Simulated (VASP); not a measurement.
Input of a VASP 6.6.1 run:

File POSCAR:

```
InAs
1.0
    0.0000000000      3.0240000793      3.0240000793
    3.0240000793      0.0000000000      3.0240000793
    3.0240000793      3.0240000793      0.0000000000
In As
1 1
Direct
    0.0000000000      0.0000000000      0.0000000000
    0.7500000000      0.7500000000      0.7500000000
```

The input INCAR.step1:

```
PREC = Accurate
ENCUT = 520
ISMEAR = 0
SIGMA = 0.05
LREAL = F
LASPH = T
NELM = 100
NBANDS = 16
GGA = PE
ALGO = Normal
EDIFF = 1E-4
LWAVE = T
LCHARG = F
```

File INCAR.step2:

```
PREC = Accurate
ENCUT = 520
EDIFF = 1E-6
ISMEAR = 0
SIGMA = 0.05
LREAL = F
LASPH = T
NELM = 100
ALGO = Normal
ISIF = 2
LWAVE = F
LCHARG = F
METAGGA = R2SCAN
LMIXTAU = T
LUSE_VDW = T
IVDW_NL = 2
BPARAM = 11.95
CPARAM = 0.0093
NBANDS = 16
ISTART = 1
```

File KPOINTS:

```
Automatic mesh
0
Gamma
  6 6 6
```

Potentials or basis: VASP PAW PBE potentials, release 64 (In_d, As).

Launch:

```console
$ cat potpaw_PBE.64/In_d/POTCAR potpaw_PBE.64/As/POTCAR > POTCAR
$ cp INCAR.step1 INCAR
$ mpirun -np 1 vasp_std > vasp.out
$ cp INCAR.step2 INCAR
$ mpirun -np 1 vasp_std > vasp.out
```

(1) What does it give for the band gap on the k mesh?

(2) What does it give for the pressure?

Answers

(1) 0.22 eV, direct.

(2) 1.2 GPa.

Caveat: the PAW data sets were made with another functional, which shifts forces and pressure a little; spin-orbit coupling is left out, which moves the levels of the heavy elements.

**The experiment to reproduce.**

From a printed reference work, data compilation, for a bulk crystal of InAs at 4.2 K: band gap 0.418 eV (direct).

A measured gap of InAs is 0.418 eV (direct; 4.2 K; a printed reference work, data compilation); the calculated 0.22 eV misses it by -0.20 eV. Spin-orbit coupling on As, In is left out. The value is that of r2SCAN+rVV10, without temperature or zero-point motion.
